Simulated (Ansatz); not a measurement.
**From the elastic tensor of P to moduli and sound speeds**

These are results of Ansatz 0.2.0, DFT PBE, scalar-relativistic, plane waves, PAW, not measurements. Cutoff 420 eV, 24×24×24 k-points (Γ-centred), Fermi-Dirac smearing of 0.15 eV. No spin polarisation.

Space group Pm-3m (No. 221), cubic, a = 2.447 Å. P is surrounded by 6 P at 2.45 Å.

The cell was found from a structure generator's guess, not taken from experiment. In a metal, frequencies and elastic constants depend on the k mesh and the smearing, soft modes and shear constants most. This form isn't the element's ground state: it lies 89 meV/atom above the standard structure at this level.

Relaxed-ion constants (GPa, on the Cartesian axes of the calculation):
C11 = 218.8, C12 = 49.5, C13 = 49.5, C22 = 218.8, C23 = 49.5, C33 = 218.8, C44 = 64.1, C55 = 64.1, C66 = 64.1 GPa; the others vanish.

Density 3.509 g/cm³; 1 atom in 14.66 Å³.

With S = C⁻¹: B_V = (C11+C22+C33+2(C12+C13+C23))/9, G_V = (C11+C22+C33−C12−C13−C23+3(C44+C55+C66))/15, 1/B_R = S11+S22+S33+2(S12+S13+S23), 15/G_R = 4(S11+S22+S33−S12−S13−S23)+3(S44+S55+S66); Hill is their mean. Then v_l = √((B+4G/3)/ρ), v_t = √(G/ρ), v_m = [(2/v_t³+1/v_l³)/3]^(−1/3) and Θ = (ħ/k_B)·v_m·(6π²n/V)^(1/3) for n atoms in the volume V; E = 9BG/(3B+G), ν = (3B−2G)/(2(3B+G)) and A^U = 5G_V/G_R + B_V/B_R − 6.

```
Bulk modulus, Voigt / Reuss / Hill          : 106.0 / 106.0 / 106.0 GPa
Shear modulus, Voigt / Reuss / Hill         : 72.3 / 71.0 / 71.6 GPa
Young's modulus                             : 175 GPa
Poisson ratio                               : 0.224
Pugh ratio B/G                              : 1.48 (under 1.75, the rule of thumb for brittle)
Universal anisotropy index                  : 0.09
Longitudinal and transverse sound speeds    : 7577 and 4518 m/s
Debye temperature from the mean sound speed : 608 K
```
